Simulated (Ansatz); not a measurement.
Runs of Ansatz 0.2.0 on Bi. Symmetry: Im-3m, No. 229, cubic system. The conventional cell has a = 3.963 Å, b = 3.963 Å, c = 3.963 Å, α = 90.00°, β = 90.00°, γ = 90.00°. Around Bi (site symmetry m-3m) lie 8 Bi at 3.43 Å. This isn't the form of Bi at room conditions, which is rhombohedral.

```csv
level,cell,target pressure (GPa),gap on the mesh (eV),pressure (GPa),relaxed volume (Å³/atom)
PBEsol+D4,relaxed,-,none,0.0,(a)
PBEsol,relaxed,-,none,0.0,30.05
PBEsol,relaxed to 2 GPa,2,none,2.0,-
PBEsol,relaxed to 30 GPa,30,none,30.0,-
PBEsol+D3(BJ),relaxed,-,none,0.0,28.52
PBEsol,relaxed to 5 GPa,5,none,5.0,-
PBEsol,relaxed to 20 GPa,20,none,20.0,-
PBEsol,relaxed,0,none,0.0,30.05
```

Alike in all rows: task relaxation of cell and atoms; potentials or basis Ansatz PAW; no spin polarisation; k mesh 9 × 9 × 9; cutoff (eV) 420; smearing fermi-dirac 0.05 eV.

Task: Fill in the values left out.

Result: (a) 29.17.

Caveats: the plane-wave basis is chosen anew once the cell has moved, so the energies of steps on either side of that aren't comparable; spin-orbit coupling is left out, which moves the levels of the heavy elements; the PAW data sets come from PBE, with cores solved anew for the run's functional, which leaves a small shift of forces and pressure; pairwise dispersion overbinds metals, which lowers pressure and volume (some runs); the volume moved by over 15 % at a fixed basis, so the end points are rough (some runs).

A k mesh can miss the band edges, and the runs leave out spin-orbit coupling on Bi.

A gap of «none» marks a metal or a gap under the smearing width.
